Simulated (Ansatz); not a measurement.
# Si in Ansatz: the effect of exact exchange

Si:

```xyz
2
Lattice="0.0000 2.7219 2.7219 2.7219 0.0000 2.7219 2.7219 2.7219 0.0000" Properties=species:S:1:pos:R:3 pbc="T T T"
Si    2.7219    2.7219    2.7219
Si    4.0828    4.0828    4.0828
```

Alike in all runs:

- Program: Ansatz 0.2.0
- Task: single point
- Functional: HSE06 form with a typed share of exact exchange
- Potentials or basis: Ansatz PAW
- Cutoff: 420 eV (not typed: the program's choice for these potentials)
- k mesh: 4 × 4 × 4
- Occupations: fermi-dirac, width 0.05 eV
- Spin: no spin polarisation

| exact exchange | gap on the mesh (eV) | pressure (GPa) |
| --- | --- | --- |
| 0.05 | 0.83 | 1.6 |
| 0.1 | 0.95 | 1.3 |
| 0.15 | 1.08 | 1.0 |
| 0.2 | 1.21 | 0.7 |
| 0.25 | 1.34 | 0.4 |
| 0.3 | ? | ? |
| 0.4 | 1.76 | -0.5 |
| 0.5 | 2.04 | -1.1 |

What does the run with exact exchange 0.3 give?

gap on the mesh 1.48 eV; pressure 0.1 GPa.

Worked out: A straight line through the other rows of the gap on the mesh, of slope 2.7 eV per unit of exact exchange, gives 1.49 eV, against the run's 1.48. A straight line through the other rows of the pressure, of slope -6 GPa per unit of exact exchange, gives 0.1 GPa, against the run's 0.1.

Caveats: all runs use coarse meshes; the PAW data sets come from PBE, with cores solved anew for the run's functional, which leaves a small shift of forces and pressure; the thresholds are loose for stress.

A k mesh can miss the band edges.

Runs at the PBE level aren't shown here.
